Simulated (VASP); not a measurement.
A run of VASP 6.6.1 is set up as follows.

The input INCAR:

```
SYSTEM = ZnSe
PREC = Accurate
ENCUT = 520
EDIFF = 1E-6
ISMEAR = 0
SIGMA = 0.011
LREAL = .False.
LASPH = .True.
NELM = 60
ALGO = Normal
ISIF = 2
LWAVE = .False.
LCHARG = .True.
GGA = PE
LELF = .True.
LVHAR = .True.
NBANDS = 16
```

Contents of KPOINTS:

```
Automatic mesh
0
Gamma
  8 8 8
  0 0 0
```

POSCAR

```
ZnSe
1.0
    0.0000000000      2.8338000000      2.8338000000
    2.8338000000      0.0000000000      2.8338000000
    2.8338000000      2.8338000000      0.0000000000
Se Zn
1 1
Direct
    0.7500000000      0.7500000000      0.7500000000
    0.0000000000      0.0000000000      0.0000000000
```

Potentials or basis: VASP PAW PBE potentials, release 64 (Se, Zn).

The run is started by

```sh
$ cat potpaw_PBE.64/Se/POTCAR potpaw_PBE.64/Zn/POTCAR > POTCAR
$ mpirun -np 1 vasp_std > vasp.out
```

(1) Estimate the band gap on the k mesh.

(2) Predict the pressure.

Answers

(1) 1.29 eV, direct.

(2) 2.3 GPa.

**Measured values to compare with.**

From “Alloy Disordering Effects on the Thermal Conductivity and Energy Gap Temperature Dependence of Cd1−xZnxSe Ternary Crystals Grown by the Bridgman Method”, 2023, pmc:10253836, for a bulk crystal of ZnSe at 300 K: band gap 2.695 ± 0.003 eV (an exciton energy, a little under the gap).

Measured gap of ZnSe: 2.695 eV (an exciton energy, a little under the gap; 300 K; “Alloy Disordering Effects on the Thermal Conductivity and Energy Gap Temperature Dependence of Cd1−xZnxSe Ternary Crystals Grown by the Bridgman Method”, 2023, pmc:10253836). This calculation gives 1.29 eV (-1.40 eV). So large a miss can be the level of theory's own, or it may mean another phase, state or a wrong row. Spin-orbit coupling on Se is left out. The value is that of PBE, without temperature or zero-point motion. Semilocal functionals fall short of measured gaps as a rule.
